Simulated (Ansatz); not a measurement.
# Rh: the cost of one run

Program: Ansatz 0.2.0. Level of theory: DFT PBE, scalar-relativistic, plane waves, PAW. These are calculated values, not measurements.

2 further runs of the same task are left out: 2 set aside as unsound or not needed.

## 1. The structure to begin with

The structure is tetragonal, space group P4/mmm (No. 123). The conventional cell has a = 2.500 Å, b = 2.500 Å, c = 2.562 Å, α = 90.00°, β = 90.00°, γ = 90.00°. Rh (site symmetry 4/mmm) has 6 Rh at 2.50 to 2.56 Å as nearest neighbours.

Coordinates:

```xyz
1
Lattice="2.5003 0.0000 0.0000 0.0000 2.5003 0.0000 0.0000 0.0000 2.5617" Properties=species:S:1:pos:R:3 pbc="T T T"
Rh    0.0000    0.0000    0.0000
```

This is candidate A: P type (P4/mmm, No. 123).

(A quick probe on a coarse mesh, which set the mesh and smearing, is not shown.)

## 3. Relaxing cell and atoms (candidate A)

File input.yaml:

```yaml
crystal:
  lattice:
    - [2.5002516821, 0.0, 0.0]
    - [0.0, 2.5002516821, 0.0]
    - [0.0, 0.0, 2.5617471555]
  atoms:
    - { symbol: Rh, position: [0.0, 0.0, 0.0] }
basis:
  ecutwfc: 420
kpoints:
  mp_grid: { grid: [22, 22, 22] }
hamiltonian:
  xc: pbe
scf:
  occupations: { method: gaussian, width: 0.1 }
output:
  forces: true
  stress: true
  eigenvalues: true
relax:
  adjacent_minimum: "off"
  f_tol: 0.01
  max_steps: 80
  cell: { stress_tol: 0.05 }
```

**Question.** How long does this run take on 1 thread of an x86-64 CPU, shared host, and how much memory does it need?

About 33 s, with a peak of 0.54 GiB.
